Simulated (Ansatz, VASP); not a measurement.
**Fe in VASP and in Ansatz**

```
Fe
1.0
     2.46040    0.00000    0.00000
    -1.23020    2.13077    0.00000
     0.00000    0.00000    3.89066
Fe
2
Direct
  0.66667 0.33333 0.75000
  0.33333 0.66667 0.25000
```

Alike in both runs: functional PBE; k mesh 18 × 18 × 12; occupations gaussian, width 0.1 eV; no spin polarisation.

Ansatz relaxed the structure, and its values are those at the end. VASP's run is a single point on that final structure, the one shown.

```csv
,VASP,Ansatz
version,VASP 6.6.1,Ansatz 0.2.0
potentials or method,"VASP PAW PBE potentials, release 64 (Fe)","scalar-relativistic, plane waves, PAW"
plane-wave cutoff (eV),520,420
valence electrons in the cell,16,32
```

|  | VASP | Ansatz | Ansatz less VASP |
| --- | --- | --- | --- |
| gap on the k mesh at the Fermi level (eV) | none | none | - |
| pressure (GPa) | -0.7 | 0.0 | +0.67 |

A gap of «none» marks a metal or a gap that the smearing closes. The two sets of potentials don't hold the same shells in valence.

Caveats: the run has no spin polarisation, though such a crystal can be magnetic. Spin polarisation is off, so any magnetic state and its effect on volume and gap are missing.
